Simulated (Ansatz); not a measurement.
Input and output of a single-point calculation on rocksalt PbSe (Ansatz 0.2.0, r2SCAN+SOC). The cell was relaxed with r2SCAN and then strained (epitaxial -3.0 % in the plane normal to [111], free normal strain +3.06 %), with the atoms relaxed again with r2SCAN; k points keep the names of the unstrained zone.

input.yaml:
```yaml
crystal:
  lattice:
    - [0.12470686, 3.120748013, 3.120748013]
    - [3.120748013, 0.12470686, 3.120748013]
    - [3.120748013, 3.120748013, 0.12470686]
  atoms:
    - { symbol: Pb, position: [0.0, 0.0, 0.0] }
    - { symbol: Se, position: [0.5, 0.5, 0.5] }
kpoints:
  mp_grid: { grid: [8, 8, 8] }
  band_path:
    path:
      - [0.0, 0.0, 0.0]
      - [0.5, 0.0, 0.5]
      - [0.625, 0.25, 0.625]
      - [0.375, 0.375, 0.75]
      - [0.5, 0.5, 0.5]
      - [0.5, 0.25, 0.75]
      - [0.0, 0.0, 0.5]
    npoints: 1
hamiltonian:
  xc: r2scan
scf:
  occupations: { method: fermi_dirac, width: 0.02 }
  n_extra_bands: 8
magnetization:
  noncollinear: true
  spin_orbit: true
output:
  forces: true
  stress: true
  eigenvalues: true
  write_density: true
  write_potential: true
  elf: true
  volumetric_format: npy
```

Wall time 5.8 s on 1 × NVIDIA H100 80GB HBM3 with 2 threads of AMD EPYC 7R13 Processor (Zen 3) (shared host), load about 2.8 per core; peak host memory 1.6 GiB.

Abridged output:
```
scf.n_extra_bands = 8 over 30 filled bands (N_el = 30.0): the run solves 38 bands
Functional definition: r2SCAN
Crystal: 2 atoms, lattice volume = 57.145 Å³
Basis set: ecut = 500 eV, 1435 PW (Γ)
Symmetry: 12 space group operations + 12 with time reversal
Magnetic group: BNS 166.98 (UNI 1328)
k-points: 65 of 512
Free energy (F): -17363.456364 eV
Internal energy: -17363.456102 eV  (E = F + TS)
E sigma→0 (E₀):  -17363.456233 eV
Entropy (-TS):   -0.000262 eV (-0.131 meV/atom)
Fermi energy:    8.840873 eV
--- Stress (GPa, compression-positive) ---
        1.190231      -0.724633      -0.724633
       -0.724633       1.190231      -0.724633
       -0.724633      -0.724633       1.190231
  P = ⅓ Tr σ = 1.1902 GPa (11.902 kbar)
--- Band table (eV; the first three rows and the last of 65) ---
  k-point 0: bands = […, 2.5984, 2.5984, 6.2600, 6.2600, 6.9565, 6.9565, 7.1886, 7.1886, 12.2478, 12.2478, 14.6595, 14.6595, 14.7039, 14.7039, …]
  k-point 1: bands = […, 2.1741, 2.1741, 6.3846, 6.3846, 7.0462, 7.0462, 7.3541, 7.3541, 11.6481, 11.6481, 13.5038, 13.5038, 13.8561, 13.8561, …]
  k-point 2: bands = […, 1.2519, 1.2519, 6.6222, 6.6222, 7.1576, 7.1576, 7.8370, 7.8370, 10.5009, 10.5009, 11.9747, 11.9747, 12.5917, 12.5917, …]
  k-point 64: bands = […, -0.3032, -0.3032, 7.2989, 7.2989, 7.5337, 7.5337, 9.2052, 9.2052, 9.2522, 9.2522, 10.8296, 10.8296, 11.7134, 11.7134, …]
```

The rows of the band table are 0: (0, 0, 0) = Γ, 1: (0, 0, 1/8), 2: (0, 0, 1/4), 64: (-1/2, -1/2, -1/2) = L.

Levels at the listed points, from bands.tsv (eV from the Fermi energy, bands near the gap, counted from 0):
```tsv
# k_distance	band_20	band_21	band_22	band_23	band_24	band_25	band_26	band_27	band_28	band_29	band_30	band_31	band_32	band_33	band_34	band_35	band_36	band_37
# fermi_ev = 8.840873
# [0, 0, 0] at k_distance = 0.000000
# [0.5, 0, 0.5] at k_distance = 1.028451
# [0.625, 0.25, 0.625] at k_distance = 1.384804
# [0.375, 0.375, 0.75] at k_distance = 2.026926
# [0.5, 0.5, 0.5] at k_distance = 2.669049
# [0.5, 0.25, 0.75] at k_distance = 3.410508
# [0, 0, 0.5] at k_distance = 4.123214
# levels_relative_to = fermi_ev
0.000	-14.131	-14.131	-6.243	-6.243	-2.581	-2.581	-1.884	-1.884	-1.652	-1.652	3.407	3.407	5.819	5.819	5.863	5.863	6.576	6.576
1.028	-12.612	-12.612	-7.391	-7.391	-5.179	-5.179	-3.703	-3.703	-3.081	-3.081	4.136	4.136	4.891	4.891	6.412	6.412	6.924	6.924
1.385	-12.654	-12.654	-8.176	-8.176	-4.770	-4.770	-2.825	-2.825	-2.325	-2.325	3.384	3.384	4.499	4.499	5.792	5.792	6.311	6.311
2.027	-12.654	-12.654	-8.176	-8.176	-4.770	-4.770	-2.825	-2.825	-2.325	-2.325	3.384	3.384	4.499	4.499	5.792	5.792	6.311	6.311
2.669	-13.125	-13.125	-9.144	-9.144	-1.542	-1.542	-1.307	-1.307	0.364	0.364	0.411	0.411	1.989	1.989	2.873	2.873	9.080	9.080
3.411	-12.600	-12.600	-8.088	-8.088	-4.518	-4.518	-4.290	-4.290	-0.849	-0.849	1.951	1.951	5.150	5.150	5.546	5.546	7.912	7.912
4.123	-13.027	-13.027	-8.874	-8.874	-1.795	-1.795	-1.502	-1.502	-0.034	-0.034	0.001	0.001	1.577	1.577	2.458	2.458	9.165	9.165
```
In order the rows are Γ, X, U, K, L, W, L.

Planar averages along the third cell vector, from rho_z.tsv and v_z.tsv (valence density with its augmentation; electrostatic potential energy of an electron, of which only differences have a meaning):
```csv
z (Å),ρ (e/Å³),v_es (eV)
0.00,0.707,2.70
0.25,0.643,2.85
0.61,0.420,3.95
0.86,0.299,5.45
1.10,0.243,6.88
1.47,0.300,7.36
1.72,0.520,7.42
1.96,0.948,7.53
2.33,1.142,7.57
2.58,0.718,7.48
2.82,0.382,7.37
3.19,0.240,7.23
3.43,0.263,6.26
3.68,0.352,4.64
4.05,0.574,3.07
4.29,0.690,2.74
```

r2SCAN+SOC gives no gap: the lowest nominally empty band dips 0.36 eV below the top of the last filled one (its bottom at L, the top at L), so the cell is a metal or semimetal at this level. The gap is the least over the mesh and the extra points. The mean pressure at these positions is +1.19 GPa, compression counted positive.

The values are computed, non-magnetic, and not measurements.
